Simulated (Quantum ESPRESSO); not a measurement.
## Hf in Quantum ESPRESSO: the effect of q point

Crystal: Hf.

```
CELL_PARAMETERS angstrom
3.19670 0.00000 0.00000
-1.59835 2.76842 0.00000
0.00000 0.00000 5.05780
ATOMIC_POSITIONS crystal
Hf 0.66667 0.33333 0.75000
Hf 0.33333 0.66667 0.25000
```

Alike in all runs:

- Program: Quantum ESPRESSO 7.5
- Task: phonons
- Functional: PBEsol
- Potentials or basis: PseudoDojo 0.4.1 SR PBEsol standard
- Cutoff: 789 eV
- Density cutoff: 3157 eV
- k mesh: 8 × 8 × 4
- Occupations: cold, width 0.2 eV
- Spin: no spin polarisation

Each run relaxes the cell or the atoms first.

| q point | highest phonon frequency (cm⁻¹) |
| --- | --- |
| 0 | ? |
| 1 | 111 |
| 2 | 157 |

Q: What does the run with q point 0 give?

A: Highest phonon frequency 126 cm⁻¹.

Caveats: the mesh is thin for the phonons of a metal; the q point doesn't lie on the k mesh, which can shift a metal's frequencies strongly unless the mesh is converged (some runs).

Runs at the PBE level aren't shown here.
